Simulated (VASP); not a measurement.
# KBr in VASP: one cell, several levels of theory, part 1 of 2

KBr (rocksalt), under +2.5 % strain along [111] alone is computed at one geometry. Runs: PBE, r2SCAN. The results are then set beside those of Ansatz 0.2.0 for the same cell.

The runs shown are made with VASP 6.6.1. PAW datasets, plane waves. Calculated at 0 K for a non-magnetic cell.

### 1 The system as given

The cell comes from an earlier relaxation with r2SCAN in another program, then strained, with the atoms relaxed again.

The symmetry is R-3m (No. 166, trigonal); conventional cell a = 4.670 Å, c = 11.725 Å, 36.91 Å³ an atom. Around K lie 6 Br at 3.33 Å; around Br lie 6 K at 3.33 Å.

Structure file:

```cif
data_structure
_symmetry_space_group_name_H-M 'P 1'
_symmetry_Int_Tables_number 1
_cell_length_a 4.7482
_cell_length_b 4.7482
_cell_length_c 4.7482
_cell_angle_alpha 58.914
_cell_angle_beta 58.914
_cell_angle_gamma 58.914
_cell_volume 73.82
loop_
_atom_site_label
_atom_site_type_symbol
_atom_site_fract_x
_atom_site_fract_y
_atom_site_fract_z
_atom_site_occupancy
K1 K 0.00000 0.00000 0.00000 1
Br1 Br 0.50000 0.50000 0.50000 1
```

### 2 PBE

The input, INCAR:

```
ENCUT = 520.000000
SIGMA = 0.020000
EDIFF = 1.00e-07
GGA = PE
PREC = Accurate
IBRION = -1
ISIF = 2
ISMEAR = -1
NBANDS = 15
NELM = 120
NSW = 0
LASPH = .TRUE.
LCHARG = .TRUE.
LELF = .TRUE.
LWAVE = .FALSE.
LREAL = .FALSE.
```

The input, KPOINTS:

```
KPOINTS created by Atomic Simulation Environment
0
Gamma
6 6 6
0 0 0
```

The input, KPOINTS_OPT:

```
special points
6
Reciprocal
0.0000000000 0.0000000000 0.0000000000 1
0.5000000000 0.0000000000 0.5000000000 1
0.6250000000 0.2500000000 0.6250000000 1
0.3750000000 0.3750000000 0.7500000000 1
0.5000000000 0.5000000000 0.5000000000 1
0.5000000000 0.2500000000 0.7500000000 1
```

The input, POSCAR:

```
K  Br
 1.0000000000000000
     0.0550374636000000    3.3572852783000000    3.3572852783000000
     3.3572852783000000    0.0550374636000000    3.3572852783000000
     3.3572852783000000    3.3572852783000000    0.0550374636000000
 K   Br
   1   1
Cartesian
  0.0000000000000000  0.0000000000000000  0.0000000000000000
  3.3848040100999994  3.3848040100999994  3.3848040100999990
```

The run uses the recommended PBE PAW datasets (16 valence electrons a neutral cell).

Started as:

```bash
mpirun -np 1 vasp_std
```

Printed to the terminal (iteration lines stand in OSZICAR):

```text
POSCAR found type information on POSCAR K Br
 POSCAR found :  2 types and       2 ions
 LDA part: xc-table for (Slater+PW92), standard interpolation
 POSCAR, INCAR and KPOINTS ok, starting setup
 FFT: planning ... GRIDC
 FFT: planning ... GRID_SOFT
 FFT: planning ... GRID
 WAVECAR not read
 entering main loop
 Start KPOINTS_OPT (optional k-point list driver)
k-point batch [1-6\6]
```

OSZICAR:

```text
N       E                     dE             d eps       ncg     rms          rms(c)
DAV:   1     0.989380316012E+02    0.98938E+02   -0.67671E+03   960   0.931E+02
DAV:   2    -0.256351702079E+00   -0.99194E+02   -0.91611E+02  1269   0.227E+02
DAV:   3    -0.616634480950E+01   -0.59100E+01   -0.58741E+01  1340   0.489E+01
DAV:   4    -0.639817710963E+01   -0.23183E+00   -0.23179E+00  1414   0.822E+00
DAV:   5    -0.640004355967E+01   -0.18665E-02   -0.18664E-02  1360   0.859E-01    0.297E+00
DAV:   6    -0.622239560626E+01    0.17765E+00   -0.22369E-01  1233   0.224E+00    0.216E+00
DAV:   7    -0.621031964259E+01    0.12076E-01   -0.10908E-01  1324   0.176E+00    0.999E-01
DAV:   8    -0.621963680243E+01   -0.93172E-02   -0.12309E-02  1069   0.798E-01    0.113E-01
DAV:   9    -0.622047746900E+01   -0.84067E-03   -0.91709E-04  1324   0.186E-01    0.791E-02
DAV:  10    -0.622076468003E+01   -0.28721E-03   -0.29631E-04  1030   0.993E-02    0.127E-02
DAV:  11    -0.622078169955E+01   -0.17020E-04   -0.28601E-05  1324   0.298E-02    0.558E-03
DAV:  12    -0.622078406622E+01   -0.23667E-05   -0.43483E-06  1023   0.136E-02    0.172E-03
DAV:  13    -0.622078414477E+01   -0.78546E-07   -0.17849E-07  1380   0.222E-03
   1 F= -.62207841E+01 E0= -.62207841E+01  d E =-.731804E-11
       N       E                     dE             ncg
DAV:   1     0.552777077503E+03   -0.27885E+04      180
DAV:   2    -0.332572396474E+02   -0.58603E+03      229
DAV:   3    -0.686815519011E+02   -0.35424E+02      257
DAV:   4    -0.705227858633E+02   -0.18412E+01      250
DAV:   5    -0.705356474391E+02   -0.12862E-01      250
DAV:   6    -0.705359774240E+02   -0.32998E-03      263
DAV:   7    -0.705359790499E+02   -0.16259E-05      257
DAV:   8    -0.705359790815E+02   -0.31612E-07      205
```

The lines after F= are the extra pass for the points of KPOINTS_OPT, at fixed density; their E is not a total energy.

From OUTCAR:

```text
k-points           NKPTS =     32   k-points in BZ     NKDIM =     32   number of bands    NBANDS=     15

   NELECT =      16.0000    total number of electrons

   dimension x,y,z NGX =    36 NGY =   36 NGZ =   36
   dimension x,y,z NGXF=    72 NGYF=   72 NGZF=   72

  energy-cutoff  :      520.00
  volume of cell :       73.82
      direct lattice vectors                 reciprocal lattice vectors
     0.055037464  3.357285278  3.357285278    -0.152643008  0.150181024  0.150181024
     3.357285278  0.055037464  3.357285278     0.150181024 -0.152643008  0.150181024
     3.357285278  3.357285278  0.055037464     0.150181024  0.150181024 -0.152643008

 k-points in reciprocal lattice and weights: KPOINTS created by Atomic Simulation Env
   0.00000000  0.00000000  0.00000000       0.005
   0.16666667  0.00000000  0.00000000       0.028
   0.33333333  0.00000000  0.00000000       0.028
   0.50000000  0.00000000 -0.00000000       0.014
   0.16666667  0.16666667  0.00000000       0.028
   0.33333333  0.16666667  0.00000000       0.056
   0.50000000  0.16666667 -0.00000000       0.056
  -0.33333333  0.16666667  0.00000000       0.056
[... 24 more k-points ...]

 E-fermi :  -1.4040

 k-point     1 :       0.0000    0.0000    0.0000
  band No.  band energies     occupation
      1     -29.6853      2.00000
      2     -14.1038      2.00000
      3     -13.1614      2.00000
      4     -13.1614      2.00000
      5     -13.1584      2.00000
      6      -1.8794      2.00000
      7      -1.8246      2.00000
      8      -1.8246      2.00000
      9       2.5173      0.00000
     10       5.6309      0.00000
     11       5.8159      0.00000
     12       5.8159      0.00000
     13       6.5623      0.00000
     14       6.5623      0.00000
     15       9.6885      0.00000

 k-point     2 :       0.1667    0.0000    0.0000
  band No.  band energies     occupation
      1     -29.6841      2.00000
      2     -14.1525      2.00000
      3     -13.1631      2.00000
      4     -13.1598      2.00000
      5     -13.0962      2.00000
      6      -2.1834      2.00000
      7      -1.9570      2.00000
      8      -1.9092      2.00000
      9       3.1608      0.00000
     10       5.6318      0.00000
     11       5.9739      0.00000
     12       6.1340      0.00000
     13       6.8957      0.00000
     14       6.9128      0.00000
     15      10.5713      0.00000

 k-point     3 :       0.3333    0.0000    0.0000
  band No.  band energies     occupation
      1     -29.6816      2.00000
      2     -14.2356      2.00000
      3     -13.1666      2.00000
      4     -13.1619      2.00000
      5     -12.9805      2.00000
      6      -2.7358      2.00000
      7      -2.1154      2.00000
      8      -2.0684      2.00000
      9       4.2748      0.00000
     10       5.8303      0.00000
     11       6.8275      0.00000
     12       6.9849      0.00000
     13       7.7334      0.00000
     14       7.7957      0.00000
     15       9.5174      0.00000

 k-point     4 :       0.5000    0.0000   -0.0000
  band No.  band energies     occupation
      1     -29.6803      2.00000
      2     -14.2720      2.00000
      3     -13.1683      2.00000
      4     -13.1630      2.00000
      5     -12.9274      2.00000
      6      -2.9675      2.00000
      7      -2.1900      2.00000
      8      -2.1435      2.00000
      9       4.6866      0.00000
     10       6.3088      0.00000
     11       7.7897      0.00000
     12       7.9394      0.00000
     13       8.0379      0.00000
     14       8.2031      0.00000
     15       8.9296      0.00000

 k-point     5 :       0.1667    0.1667    0.0000
  band No.  band energies     occupation
      1     -29.6837      2.00000
      2     -14.1487      2.00000
      3     -13.1691      2.00000
      4     -13.1676      2.00000
      5     -13.0892      2.00000
      6      -2.2738      2.00000
      7      -1.9453      2.00000
      8      -1.9058      2.00000
      9       3.2966      0.00000
     10       5.1409      0.00000
     11       6.3558      0.00000
     12       6.4710      0.00000
     13       6.7578      0.00000
     14       7.2068      0.00000
     15      10.8190      0.00000

 k-point     6 :       0.3333    0.1667    0.0000
  band No.  band energies     occupation
      1     -29.6817      2.00000
      2     -14.1836      2.00000
      3     -13.1747      2.00000
      4     -13.1716      2.00000
      5     -13.0380      2.00000
      6      -2.5980      2.00000
      7      -2.0825      2.00000
      8      -2.0529      2.00000
      9       4.2274      0.00000
     10       5.0583      0.00000
     11       7.0822      0.00000
     12       7.1299      0.00000
     13       7.3403      0.00000
     14       7.7357      0.00000
     15       9.4663      0.00000

 k-point     7 :       0.5000    0.1667   -0.0000
  band No.  band energies     occupation
      1     -29.6800      2.00000
      2     -14.2181      2.00000
      3     -13.1825      2.00000
      4     -13.1705      2.00000
      5     -12.9869      2.00000
      6      -2.8175      2.00000
      7      -2.2380      2.00000
      8      -2.1675      2.00000
      9       4.8674      0.00000
     10       5.9276      0.00000
     11       7.3234      0.00000
     12       7.6352      0.00000
     13       7.9416      0.00000
     14       8.1119      0.00000
     15       9.0379      0.00000

 k-point     8 :      -0.3333    0.1667    0.0000
  band No.  band energies     occupation
      1     -29.6804      2.00000
      2     -14.2212      2.00000
      3     -13.1871      2.00000
      4     -13.1638      2.00000
      5     -12.9826      2.00000
      6      -2.7886      2.00000
      7      -2.2037      2.00000
      8      -2.1667      2.00000
      9       4.8495      0.00000
     10       5.8106      0.00000
     11       7.1012      0.00000
     12       7.1662      0.00000
     13       7.7782      0.00000
     14       8.6196      0.00000
     15       9.0584      0.00000

[... the tables of k-points 9 to 32 left out ...]

  Total        0.1489599      0.1489599      0.1489599     -0.0407603     -0.0407603     -0.0407603
  in kB        3.2329370      3.2329370      3.2329370     -0.8846376     -0.8846376     -0.8846376
  external PRESSURE =       3.2329370 kB  Pullay stress =       0.0000000 kB

 POSITION                                       TOTAL-FORCE (eV/Angst)
 -----------------------------------------------------------------------------------
      0.00000      0.00000      0.00000         0.000000      0.000000      0.000000
      3.38480      3.38480      3.38480        -0.000000     -0.000000     -0.000000
 -----------------------------------------------------------------------------------
    total drift:                                0.000000      0.000000      0.000000

  FREE ENERGIE OF THE ION-ELECTRON SYSTEM (eV)
  ---------------------------------------------------
  free  energy   TOTEN  =        -6.2207841448 eV

  energy  without entropy=       -6.2207841448  energy(sigma->0) =       -6.22078414
```

Hardware: 1 MPI rank of Intel Xeon Platinum 8488C, shared host.

The levels at the points of KPOINTS_OPT are read from vasprun.xml.

Near the gap, in eV above the top of the last filled band v; c is the band after it:

```csv
point,v−1,v,c,c+1
Γ,0.00,0.00,4.34,7.46
X,-0.32,-0.27,5.87,7.08
U,-0.64,-0.31,6.56,7.99
K,-0.64,-0.31,6.56,7.99
L,-0.29,-0.29,6.52,8.03
W,-0.58,-0.52,7.33,7.34
```

PBE gives a direct gap of 4.34 eV at Γ. Pressure: 0.32 GPa; the forces vanish within 0.01 eV/Å.

The maps below are laid out on this run's own conventional cell (a, b, c = 4.670, 4.670, 11.725 Å).

Density in a lattice plane of the grid's cell (edges 4.67 and 11.73 Å, at 0.000 of the third edge), which holds K and Br.

Ten even steps from ' ' (-0.71 e/Å³) to '@' (4.61 e/Å³):
```
**==..............==
....................
....................
....................
....................
....................
....................
....................
----::..........::--
  ::::..........::::
----::..........::--
....................
....................
....................
....................
....................
....................
....................
**==..............==
@@##::..........::##
```
Columns run along the first of these edges and rows up along the second, over one cell in 10 and 20 even steps from the bottom left corner. Atoms in the plane (fractional): K at (0.00, 0.00), Br at (0.00, 0.50).

ELF in the same plane.

Ten even steps from '0' (0.00) to '9' (0.87):
```
9950020059
5201676102
0015888510
0015787510
0001111100
0000000000
5300010003
9971000179
9997101799
3898202898
9997101799
9971000179
5300010003
0000000000
0001111100
0015787510
0015888510
5201676102
9950020059
3881000188
```
Columns run along the first of these edges and rows up along the second, over one cell in 10 and 20 even steps from the bottom left corner. Atoms in the plane (fractional): K at (0.00, 0.00), Br at (0.00, 0.50).

Both are smooth fields of the valence electrons: close to the nuclei they are not physical.

The highest ELF values outside the cores: 0.88 in the shell around Br, 0.8 Å from Br.

(Continued in part 2 of 2.)
